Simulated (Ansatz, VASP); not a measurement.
## One calculation of Hg, two programs

```
Hg
1.0
     3.32056    0.00000    0.00000
    -1.47214    3.07613    0.00000
    -0.95833   -1.39730    8.12061
Hg
3
Direct
  0.58607 0.74142 0.33526
  0.41393 0.25858 0.66474
  0.00000 0.00000 0.00000
```

Alike in both runs: task single point; functional PBE; k mesh 6 × 6 × 2; occupations gaussian, width 0.1 eV; no spin polarisation.

|  | VASP | Ansatz |
| --- | --- | --- |
| version | VASP 6.6.1 | Ansatz 0.2.0 |
| potentials or method | VASP PAW PBE potentials, release 64 (Hg) | scalar-relativistic, plane waves, PAW |
| plane-wave cutoff (eV) | 520 | 420 |
| valence electrons in the cell | 36 | 60 |

```tsv
	VASP	Ansatz	Ansatz less VASP
gap on the k mesh at the Fermi level (eV)	none	none	-
pressure (GPa)	0.6	0.5	-0.11
largest component of the traceless stress (GPa)	0.60	0.59	-0.001
rms of the force components (eV/Å)	0.028	0.028	-0.0002
```

Atom by atom the forces differ by 0.000 eV/Å (rms over components). A gap of «none» marks a metal or a gap that the smearing closes. With one functional, cell and mesh, what is left measures potentials, basis and numerics. The two sets of potentials don't hold the same shells in valence.

Caveats: the k mesh is coarse (spacing up to 0.39 Å⁻¹), so the values aren't converged. Spin-orbit coupling is left out, which matters for the levels of Hg.
